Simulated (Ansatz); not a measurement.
An 8-atom cell of ZnO (P4_2/mnm) from a materials database was relaxed with 3 functionals in Ansatz, cell and atoms free, the symmetry of the start kept (meshes: PBE 4×4×8, r2SCAN 4×4×8, PBEsol 4×4×8). Spin-unpolarised throughout; all numbers are computed.

The r2SCAN result:
```
Zn O
1.0
     5.51313    0.00000    0.00000
     0.00000    5.51313    0.00000
     0.00000    0.00000    3.24879
Zn O
4 4
Direct
  0.18179 0.18179 0.50000
  0.81821 0.81821 0.50000
  0.68179 0.31821 0.00000
  0.31821 0.68179 0.00000
  0.81748 0.18252 0.50000
  0.18252 0.81748 0.50000
  0.68252 0.68252 0.00000
  0.31748 0.31748 0.00000
```

The symmetry is P4_2/mnm (No. 136, tetragonal); a = 5.513 Å, c = 3.249 Å in the conventional setting, 12.34 Å³ an atom. Zn has 4 O at 1.94–2.01 Å; O has 4 Zn at 1.94–2.01 Å.

(1) What lattice does PBEsol give?

(2) What lattice does PBE give?

(3) Held at the r2SCAN cell, what mean stress does PBE find, and does its sign point to its own minimum?

Answers

(1) a = 5.516 Å, c = 3.240 Å; the volume differs by -0.2 % from r2SCAN's. Zn is surrounded by 4 O at 1.94–2.01 Å; O is surrounded by 4 Zn at 1.94–2.01 Å.

(2) a = 5.609 Å, c = 3.279 Å; the volume differs by +4.5 % from r2SCAN's. Around Zn lie 4 O at 1.97–2.04 Å; around O lie 4 Zn at 1.97–2.04 Å.

(3) Yes. PBE +5.74 GPa, and its relaxed volume is +4.5 % from r2SCAN's. Compression counts positive, so a positive stress asks for a larger cell.
